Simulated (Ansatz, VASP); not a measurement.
**TiAl3: VASP beside Ansatz**

```
CELL_PARAMETERS angstrom
-1.92273 1.92273 4.31118
1.92273 -1.92273 4.31118
1.92273 1.92273 -4.31118
ATOMIC_POSITIONS crystal
Ti 0.00000 0.00000 0.00000
Al 0.50000 0.50000 0.00000
Al 0.75000 0.25000 0.50000
Al 0.25000 0.75000 0.50000
```

Alike in both runs: functional PBE; k mesh 18 × 18 × 18; occupations gaussian, width 0.1 eV; no spin polarisation.

Ansatz relaxed the structure, and its values are those at the end. VASP's run is a single point on that final structure, the one shown.

|  | VASP | Ansatz |
| --- | --- | --- |
| version | VASP 6.6.1 | Ansatz 0.2.0 |
| potentials or method | VASP PAW PBE potentials, release 64 (Ti_sv, Al) | scalar-relativistic, plane waves, PAW |
| plane-wave cutoff (eV) | 520 | 420 |
| valence electrons in the cell | 21 | 21 |

```tsv
	VASP	Ansatz	Ansatz less VASP
gap on the k mesh at the Fermi level (eV)	none	none	-
pressure (GPa)	-0.1	0.0	+0.09
```

A gap of «none» marks a metal or a gap that the smearing closes. The functional is the same, so the differences come from potentials, cutoffs and numerics.
